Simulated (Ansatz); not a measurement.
Computed with Ansatz, DFT r2SCAN, scalar-relativistic, plane waves, PAW. All cells share a 500 eV cutoff and Γ-centred k meshes spaced at most 0.3 Å⁻¹ (0.19 for metals, 2π included).

All energies are static (0 K, no zero-point motion). Larger cells and other orderings weren't all tried, so the list isn't exhaustive. For metals, differences of a few meV/atom aren't resolved. No run is spin-polarised.

Q: Which is lower for ZnS2, the pyrite or the fluorite structure, and by how much?

A: The pyrite structure, by 729 meV/atom. It takes 17.5 Å³/atom against 18.1.